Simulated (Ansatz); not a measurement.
**Re: pressure against volume**

Re, Fm-3m, a = 3.893 Å. This isn't the element's structure at ambient conditions. Ansatz: r2SCAN, PAW, 500 eV, Γ-centred 18×18×18 mesh on 1 atom, Gaussian smearing 0.10 eV; no spin polarisation. Symmetry fixes shape and atoms, so the cell is only scaled; pressure is positive in compression.

```tsv
V (Å³/atom)	P (GPa)
13.870	?
14.312	12.58
14.755	-0.01
15.198	-10.73
15.640	-19.85
```

Task: Take V0 = 14.755 Å³/atom, count pressures from its P0 = -0.01 GPa, fit the third-order Birch–Murnaghan form to the other rows, and predict the missing pressure.

Result: With the Eulerian strain f = ½[(V0/V)^(2/3) − 1] and y = (P − P0)/[3f(1 + 2f)^(5/2)], the form is the line y = B0 + 1.5 B0 (B0′ − 4) f. Rows (f, y): 0.01027, 388.4; -0.00976, 384.6; -0.01904, 382.7. Means f = -0.006177, y = 385.23; Σ(Δf)² = 0.0004488, ΣΔfΔy = 0.08694; the slope is their ratio. y = 386.4 + 193.7 f GPa, so B0 = 386.4 GPa and B0′ = 4 + 2 × (193.7)/(3 × 386.4) = 4.33. At V = 13.870, f = 0.02105, y = 390.48 and P = 27.33 GPa. The run gave 27.37 GPa, so the fit is 0.04 GPa too low, a small miss on the scale of the series. The form still works here, 33 % of the fitted range beyond its end.

Spin–orbit coupling is left out, which can shift energies with elements as heavy as these.